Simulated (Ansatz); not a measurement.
## KF, pressure series

The parent structure is KF in the rock salt structure (space group Fm-3m, No. 225; a = 5.421 Å).

Cell and atoms are relaxed at each pressure.

Computed with PBE/PAW in Ansatz (a quantum-chemistry and plane-wave program), no spin-orbit coupling.

```tsv
case	band gap	lattice parameter a	electron mass
base	5.96 eV	5.421 Å	0.55 mₑ (at Γ)
pressure −2 GPa	5.56 eV	5.574 Å	0.56 mₑ (at Γ)
pressure −1 GPa	5.78 eV	5.489 Å	0.56 mₑ (at Γ)
pressure 0.9 GPa	6.11 eV	5.369 Å	0.55 mₑ (at Γ)
pressure 2.1 GPa	6.28 eV	5.310 Å	0.54 mₑ (at Γ)
pressure 4.5 GPa	6.59 eV	5.214 Å	0.54 mₑ (at Γ)
pressure 9 GPa	7.05 eV	5.082 Å	0.53 mₑ (at Γ)
pressure 15 GPa	7.51 eV	4.956 Å	0.52 mₑ (at Γ)
pressure 22.5 GPa	7.93 eV	4.841 Å	0.51 mₑ (at Γ)
pressure 30 GPa	8.00 eV	4.752 Å	1.3 mₑ along k, 0.55 mₑ across (at X)
```

Load acts through the strain it causes; cell and atoms are relaxed under it. Masses are band curvatures over ±0.01 Å⁻¹ around the edge. Along k means along the line from Γ to the band edge. Whether these cells are dynamically stable was not tested. Competing high-pressure phases were not computed.
